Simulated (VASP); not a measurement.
Input of a VASP 6.6.1 run:

File INCAR:

```
PREC = Accurate
ENCUT = 600
EDIFF = 1E-7
ISMEAR = 0
SIGMA = 0.1
LREAL = False
LASPH = True
NELM = 80
ALGO = Normal
ISIF = 3
LWAVE = False
LCHARG = False
GGA = RP
IBRION = 2
NSW = 90
EDIFFG = -0.005
```

KPOINTS

```
Automatic mesh
0
Gamma
  18 18 10
```

POSCAR

```
Re
1.0
    2.7610000000      0.0000000000      0.0000000000
   -1.3805000000      2.3910961400      0.0000000000
    0.0000000000      0.0000000000      4.4560000000
Re
2
Direct
    0.3333333300      0.6666666700      0.2500000000
    0.6666666700      0.3333333300      0.7500000000
```

Potentials or basis: VASP PAW PBE potentials, release 64 (Re).

The run is started by

```sh
$ cat potpaw_PBE.64/Re/POTCAR > POTCAR
$ mpirun -np 1 vasp_std > vasp.out
```

Task: What does it give for the band gap on the k mesh?

Result: None (metal or under the smearing width).

Task: What does it give for the relaxed cell?

Result: a = 2.783 Å, b = 2.783 Å, c = 4.497 Å, α = 90.00°, β = 90.00°, γ = 120.00°.

Step by step:
| step | energy change (eV) | largest force (eV/Å) | pressure (GPa) | volume (Å³) |
| --- | --- | --- | --- | --- |
| 1 | 0.0000 | 0.0000 | 9.63 | 29.42 |
| 2 | 0.2914 | 0.0000 | -28.70 | 33.34 |
| 3 | -0.0219 | 0.0000 | -0.40 | 30.20 |
| 4 | -0.0220 | 0.0000 | -0.02 | 30.17 |
| 5 | -0.0219 | 0.0000 | 0.16 | 30.15 |
| 6 | -0.0220 | 0.0000 | 0.16 | 30.15 |
| 7 | -0.0220 | 0.0000 | 0.16 | 30.15 |
| 8 | -0.0219 | 0.0000 | -0.25 | 30.19 |
| 9 | -0.0220 | 0.0000 | 0.03 | 30.17 |

Caveat: the PAW data sets were made with another functional, which shifts forces and pressure a little. The run has no spin-orbit coupling, so splittings on Re are missing.
